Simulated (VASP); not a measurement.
Calculation: r2SCAN meta-GGA, VASP's PBE PAW potentials (set 64) (plane waves; VASP).

VASP ran on this input.

### KPOINTS
```
Automatic mesh
0
Gamma
8 8 5
0 0 0
```

**INCAR**
```
# general
SYSTEM =InN
PREC   =Accurate
ENCUT  =520
LREAL  =.FALSE.
LASPH  =.TRUE.

# electronic loop
EDIFF  =1E-7
NELM   =100
ALGO   =Normal
LMAXMIX=4
LMIXTAU=.TRUE.

# smearing
ISMEAR =-5

# functional
METAGGA=R2SCAN

# ions
ISIF   =2

# output
LWAVE  =.FALSE.
LCHARG =.FALSE.
LORBIT =11
NEDOS  =601

# other
LEFG   =.TRUE.
```

POSCAR:
```
InN
11.4564190
  0.1549706148  -0.2684169847   0.0000000000
  0.1549706148   0.2684169847   0.0000000000
  0.0000000000   0.0000000000   0.5000000057
In N
2 2
direct
  0.6666670000   0.3333330000   0.4998374121
  0.3333330000   0.6666670000   0.9998374121
  0.6666670000   0.3333330000   0.8791625879
  0.3333330000   0.6666670000   0.3791625879
```

**KPOINTS_OPT**
```
k-points along high-symmetry lines
6
Line-mode
Reciprocal
  0.000000   0.000000   0.000000 ! GAMMA
 -0.000000   0.500000   0.000000 ! M

 -0.000000   0.500000   0.000000 ! M
 -0.333333   0.666667   0.000000 ! K

 -0.333333   0.666667   0.000000 ! K
  0.000000   0.000000   0.000000 ! GAMMA

  0.000000   0.000000   0.000000 ! GAMMA
  0.000000   0.000000   0.500000 ! A

  0.000000   0.000000   0.500000 ! A
 -0.000000   0.500000   0.500000 ! L

 -0.000000   0.500000   0.500000 ! L
 -0.333333   0.666667   0.500000 ! H

 -0.333333   0.666667   0.500000 ! H
  0.000000   0.000000   0.500000 ! A

 -0.000000   0.500000   0.500000 ! L
 -0.000000   0.500000   0.000000 ! M

 -0.333333   0.666667   0.500000 ! H
 -0.333333   0.666667   0.000000 ! K
```

POTCAR, in this order: In_d N (PBE.64 set). Program: vasp_std.

The run wrote:

OSZICAR:
```
       N       E                     dE             d eps       ncg     rms          rms(c)
DAV:   1     0.303437962874E+03    0.30344E+03   -0.18742E+04  1326   0.234E+03
DAV:   2    -0.281478334126E+02   -0.33159E+03   -0.32446E+03  1368   0.493E+02
DAV:   3    -0.746464865795E+02   -0.46499E+02   -0.45959E+02  1762   0.192E+02
DAV:   4    -0.764014883798E+02   -0.17550E+01   -0.17492E+01  1604   0.390E+01
DAV:   5    -0.764677590352E+02   -0.66271E-01   -0.66243E-01  1814   0.690E+00    0.159E+01
DAV:   6    -0.656438784746E+02    0.10824E+02   -0.18296E+01  2174   0.799E+01    0.123E+01
DAV:   7    -0.632183718717E+02    0.24255E+01   -0.22536E+00  1332   0.140E+01    0.336E+00
DAV:   8    -0.637402475465E+02   -0.52188E+00   -0.63552E-01  1612   0.808E+00    0.249E+00
DAV:   9    -0.634568708242E+02    0.28338E+00   -0.55145E-01  1566   0.816E+00    0.839E-01
DAV:  10    -0.638656046481E+02   -0.40873E+00   -0.33692E-01  1336   0.618E+00    0.277E-01
DAV:  11    -0.638781143291E+02   -0.12510E-01   -0.14092E-02  1692   0.115E+00    0.283E-01
DAV:  12    -0.638791030345E+02   -0.98871E-03   -0.88442E-03  1770   0.169E+00    0.135E-01
DAV:  13    -0.638820651772E+02   -0.29621E-02   -0.54074E-03  1816   0.153E+00    0.467E-02
DAV:  14    -0.638823425752E+02   -0.27740E-03   -0.54051E-04  1680   0.242E-01    0.352E-02
DAV:  15    -0.638825299825E+02   -0.18741E-03   -0.13876E-04  1720   0.143E-01    0.446E-02
DAV:  16    -0.638825358683E+02   -0.58858E-05   -0.89521E-05  1794   0.859E-02    0.299E-02
DAV:  17    -0.638825176769E+02    0.18191E-04   -0.64781E-06  1662   0.255E-02    0.173E-02
DAV:  18    -0.638825378197E+02   -0.20143E-04   -0.59900E-06  1380   0.218E-02    0.106E-02
DAV:  19    -0.638825615262E+02   -0.23706E-04   -0.88501E-06  1332   0.300E-02    0.253E-03
DAV:  20    -0.638825619918E+02   -0.46558E-06   -0.42049E-07  1440   0.754E-03    0.598E-04
DAV:  21    -0.638825620546E+02   -0.62826E-07   -0.51778E-08   810   0.291E-03
   1 F= -.63882562E+02 E0= -.63882562E+02  d E =0.000000E+00
       N       E                     dE             ncg
       N       E                     dE             ncg
```

File OUTCAR:
```
------------------------ aborting loop because EDIFF is reached ----------------------------------------
  FORCE on cell =-STRESS in cart. coord.  units (eV):
  Direction    XX          YY          ZZ          XY          YZ          ZX
  --------------------------------------------------------------------------------------
  Total        0.0035701      0.0035701      0.0041810      0.0000000      0.0000000      0.0000000
  in kB        0.0914498      0.0914498      0.1070981      0.0000000      0.0000000      0.0000000
  external PRESSURE =       0.0966659 kB  Pullay stress =       0.0000000 kB
  volume of cell :       62.55
      direct lattice vectors                 reciprocal lattice vectors
     1.775408296 -3.075097444  0.000000000     0.281625360 -0.162596473  0.000000000
     1.775408296  3.075097444  0.000000000     0.281625360  0.162596473  0.000000000
     0.000000000  0.000000000  5.728209565     0.000000000  0.000000000  0.174574619
 POSITION                                       TOTAL-FORCE (eV/Angst)
 -----------------------------------------------------------------------------------
      1.77541     -1.02503      2.86317         0.000000      0.000000     -0.002337
      1.77541      1.02503      5.72728         0.000000     -0.000000     -0.002337
      1.77541     -1.02503      5.03603         0.000000      0.000000      0.002337
      1.77541      1.02503      2.17192        -0.000000      0.000000      0.002337
 -----------------------------------------------------------------------------------
    total drift:                               -0.000000      0.001481     -0.003120
  FREE ENERGIE OF THE ION-ELECTRON SYSTEM (eV)
  ---------------------------------------------------
  free  energy   TOTEN  =       -63.8825620546 eV

  energy  without entropy=      -63.8825620546  energy(sigma->0) =      -63.88256205

 total charge

# of ion       s       p       d       tot
------------------------------------------
    1        0.747   0.790  10.003  11.540
    2        0.747   0.790  10.003  11.540
    3        1.249   2.428   0.000   3.677
    4        1.249   2.428   0.000   3.677
--------------------------------------------------
tot          3.993   6.436  20.007  30.435

 Electric field gradients after diagonalization (V/A^2)
 (convention: |V_zz| > |V_xx| > |V_yy|)
----------------------------------------------------------------------
 ion       V_xx      V_yy      V_zz     asymmetry (V_yy - V_xx)/ V_zz
----------------------------------------------------------------------
   1      -5.971    -5.966    11.937       0.000
   2      -5.971    -5.966    11.937       0.000
   3       0.284     0.283    -0.567       0.002
   4       0.284     0.283    -0.567       0.002
```
(Selected blocks of OUTCAR.)

The compound is InN in the wurtzite structure. It was relaxed first.
